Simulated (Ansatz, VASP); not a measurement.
**PbSe in VASP and in Ansatz**

```
CELL_PARAMETERS angstrom
3.78432 0.00000 0.00000
0.00000 3.78432 0.00000
0.00000 0.00000 3.78432
ATOMIC_POSITIONS crystal
Pb 0.01013 0.99205 0.99264
Se 0.50635 0.49382 0.50459
```

Change from the starting cell: atoms moved at random, drawn with an rms of 0.05 Å.

Alike in both runs: task single point; functional PBE; k mesh 7 × 7 × 7; occupations fermi-dirac, width 0.05 eV; no spin polarisation.

|  | VASP | Ansatz |
| --- | --- | --- |
| version | VASP 6.6.1 | Ansatz 0.2.0 |
| potentials or method | VASP PAW PBE potentials, release 64 (Pb_d, Se) | Ansatz PAW |
| plane-wave cutoff (eV) | 520 | 420 |
| valence electrons in the cell | 20 | 30 |

```csv
,VASP,Ansatz,Ansatz less VASP
gap on the k mesh at the Fermi level (eV),none,none,-
pressure (GPa),-0.1,-0.1,+0.01
rms of the force components (eV/Å),0.022,0.022,+0.0003
```

Atom by atom the forces differ by 0.000 eV/Å (rms over components). A gap of «none» marks a metal or a gap that the smearing closes. The two sets of potentials don't hold the same shells in valence.

The runs have no spin-orbit coupling, so splittings on Pb are missing.
